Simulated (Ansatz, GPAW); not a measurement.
Given: the input of a run of Ansatz 0.2.0 on MgO. The cell is a database's computed one, not the measured one.

Contents of input.yaml:

```yaml
crystal:
  lattice:
    - [0.0, 2.0970013927, 2.0970013927]
    - [2.0970013927, 0.0, 2.0970013927]
    - [2.0970013927, 2.0970013927, 0.0]
  atoms:
    - { symbol: Mg, position: [0.0, 0.0, 0.0] }
    - { symbol: O, position: [0.5, 0.5, 0.5] }
hamiltonian:
  xc: pbe
  pseudopotentials: { kind: paw }
kpoints:
  mp_grid: { grid: [11, 11, 11] }
scf:
  occupations: { method: gaussian, width: 0.02 }
output:
  forces: true
  stress: true
  eigenvalues: true
  write_density: true
  write_potential: true
  elf: true
  volumetric_format: npy
```

Potentials or basis: Ansatz PAW.

The run is started by

```bash
$ ansatz run input.yaml --threads 2 --pin off --max-ram 5632MiB --backend cpu --events-out ev --progress --plain --runs-dir out
```

Q: What does the same run look like in GPAW 26.7.0 (ASE script)? Potentials or basis there: GPAW PAW data sets (gpaw-data 1.2.1), cutoff 800 eV.

A: As run (cutoffs and basis follow the program's own potentials, and thresholds, step limits or extra output files can differ):

File run.py:

```python
from ase.dft.bandgap import bandgap
from ase.io import read, write
from ase.units import GPa
from gpaw import GPAW, PW

atoms = read('POSCAR')

calc = GPAW(mode=PW(800),
            xc='PBE',
            kpts={'size': (11, 11, 11), 'gamma': True},
            occupations={'name': 'methfessel-paxton', 'order': 0, 'width': 0.02},
            nbands=16,
            convergence={'density': 1e-05, 'energy': 1e-05},
            maxiter=150,
            txt='gpaw.txt')
atoms.calc = calc
energy = atoms.get_potential_energy()
forces = atoms.get_forces()
stress = atoms.get_stress()
calc.write('gs.gpw')
write('result.traj', atoms)
print(f'Energy: {energy:.6f} eV')
print('Forces (eV/A):')
print(forces.round(4))
print('Stress (GPa):', (stress / GPa).round(3))
print('Fermi level:', round(calc.get_fermi_level(), 4), 'eV')
print(f'Gap: {bandgap(calc)[0]:.4f} eV, direct: {bandgap(calc, direct=True)[0]:.4f} eV')
```

The input POSCAR:

```
MgO
1.0
    0.0000000000      2.0970013927      2.0970013927
    2.0970013927      0.0000000000      2.0970013927
    2.0970013927      2.0970013927      0.0000000000
Mg O
1 1
Direct
    0.0000000000      0.0000000000      0.0000000000
    0.5000000000      0.5000000000      0.5000000000
```

Potentials or basis: GPAW PAW data sets (gpaw-data 1.2.1), pw.

The run is started by

```sh
$ OMP_NUM_THREADS=1 python run.py
```

Both were run:

|  | Ansatz | GPAW |
| --- | --- | --- |
| Pressure | 6.9 GPa | 7.0 GPa |

Ansatz's pressure holds a Pulay term of +0.60 GPa for its cutoff of 420 eV, which the other run lacks.

Where Ansatz's input types no cutoff or centring, it takes its own default and a Γ-centred mesh.

Pressure is positive in compression.
